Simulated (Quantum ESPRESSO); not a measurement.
# ZrC: phonon spectrum and thermodynamics under several settings

```
CELL_PARAMETERS angstrom
0.00000 2.36500 2.36500
2.36500 0.00000 2.36500
2.36500 2.36500 0.00000
ATOMIC_POSITIONS crystal
Zr 0.50000 0.50000 0.50000
C 0.00000 0.00000 0.00000
```

All runs used Quantum ESPRESSO 7.5; k mesh 8 × 8 × 8; relaxed cell; no spin polarisation; cutoff 1116 eV; occupations cold, width 0.2 eV; q mesh 2 × 2 × 2.

```csv
level,potentials,volume (Å³/atom),highest frequency (cm⁻¹),zero-point energy (meV/atom),entropy at room temperature (k_B/atom)
LDA,PseudoDojo 0.4.1 SR LDA standard,12.51,677,71.4,1.91
PBE,PseudoDojo 0.4.1 SR PBE standard,13.06,655,68.2,2.03
PBEsol,PseudoDojo 0.4.1 SR PBEsol standard,?,?,?,?
```

Task: What stands in the row left open?

Result: Volume 12.73 Å³/atom; highest frequency 667 cm⁻¹; zero-point energy 70.2 meV/atom; entropy at room temperature 1.95 k_B/atom.

Caveats: the mesh is thin for the phonons of a metal.

For the row left open. Caveat: the mesh is thin for the phonons of a metal; the q mesh is small, so phonon branches between its points and thermal values are rough.
